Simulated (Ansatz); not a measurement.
A: BN (zinc blende), a = b = c = 3.625 Å, α = β = γ = 90.00°
B: ZnTe (zinc blende), a = b = c = 6.1791 Å, α = β = γ = 90.00°
C: BeSe (zinc blende), a = b = c = 5.1778 Å, α = β = γ = 90.00°

Scan: energy against volume (even scaling of the relaxed cell, symmetry kept). All come from one method, each on a k mesh of its own. All were relaxed with their symmetry unable to fall. Spin-orbit coupling is left out.

Problem. Order them by bulk modulus (fitted) (lowest first) at the level PBE (plane waves to 420 eV, PAW, scalar-relativistic; Ansatz, a program for electronic structure).

Solution. B (43.3 GPa), C (75.1 GPa), A (371 GPa)

(A scan under strain: stresses follow from slopes of the energy per volume, elastic moduli from its curvatures.)
